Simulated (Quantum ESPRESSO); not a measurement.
**MoS2 under changes of volume**

One of the cells (17.728 Å³/atom); the others are scaled copies at fixed shape and fractional positions:

```
Mo S
1.0
     1.58000    0.91221    6.15000
    -1.58000    0.91221    6.15000
     0.00000   -1.82443    6.15000
Mo S
1 2
Direct
  0.00000 0.00000 0.00000
  0.41700 0.41700 0.41700
  0.25000 0.25000 0.25000
```

Measurements of this composition are mostly on another form, of space group No. 194.

```yaml
Program: Quantum ESPRESSO 7.5
Functional: PBEsol
Potentials_or_basis: GBRV 1.5 PBEsol
Cutoff: 612 eV
Density_cutoff: 4898 eV
k_mesh: 10 × 10 × 10
Occupations: fermi-dirac, width 0.05 eV
Spin: no spin polarisation
```

```csv
volume (Å³/atom),energy over the lowest point (meV/atom),pressure (GPa),gap on the mesh (eV)
16.664,35.70,11.0,0.85
17.019,?,?,?
17.373,3.93,3.3,0.89
17.728,0.00,0.0,0.91
18.083,2.96,-2.9,0.93
18.437,12.11,-5.6,0.94
18.792,26.81,-8.0,0.95
```

What does the run at 17.019 Å³/atom give?

Energy over the lowest point 15.54 meV/atom; pressure 7.0 GPa; gap on the mesh 0.87 eV.

Worked out: A Birch-Murnaghan fit of order 3 (a polynomial in V^(-2/3)) to the other rows has its minimum at 17.75 Å³/atom with B0 = V·E''(V) = 155 GPa and B' = 4.4 at fixed shape and positions, which overstates the stiffness. It gives 15.51 meV/atom at 17.019 Å³/atom, against the run's 15.54, and -dE/dV = 7.1 GPa, against 7.0. A straight line through the other rows of the gap, of slope 0.851 eV per unit of ln V, gives 0.87 eV, against the run's 0.87.

Energies are extrapolated to zero smearing.

A mesh can miss the band edges. Spin-orbit coupling on Mo is left out.
